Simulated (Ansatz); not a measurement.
# TaN: zone-centre modes under pressure

TaN, P-6m2, a = 2.950 Å, c = 2.897 Å. This isn't the usual stable structure of the compound. Ansatz: PBE, PAW, 420 eV, Γ-centred 18×18×14 mesh on 2 atoms, Fermi-Dirac smearing 0.15 eV; no spin polarisation. Cell and atoms are relaxed at each pressure with the symmetry kept; optical modes at Γ by linear response, in cm⁻¹, matched by rank (the highest 2 distinct ones).

| P (GPa) | V (Å³/atom) | ω1 | ω2 |
| --- | --- | --- | --- |
| 0 | 10.922 | 510.5 | 530.3 |
| 3 | 10.826 | 518.2 | 541.0 |
| 8 | 10.677 | 530.6 | 558.1 |
| 15 | 10.485 | ? | ? |

Task: Get each mode's Grüneisen parameter γ = −d ln ω/d ln V from the other rows and predict the missing frequencies.

Result: ln(V/V0) = 0.0000, -0.0088, -0.0227, -0.0408; a line through ln(ω/ω0) of the 3 known rows gives ω1: γ = 1.701, predicted 547.2, computed 546.8; ω2: γ = 2.250, predicted 581.3, computed 580.6. The worst miss is 0.1 %, or 1 % of the shift under pressure, so a constant γ serves at that level. In a metal these frequencies hang on the mesh and smearing.

Spin–orbit coupling is left out, which can shift energies with elements as heavy as these.

Cost: 4 runs of about 4.1 core-minutes in all, on Intel Xeon Platinum 8488C (Sapphire Rapids) (shared hosts).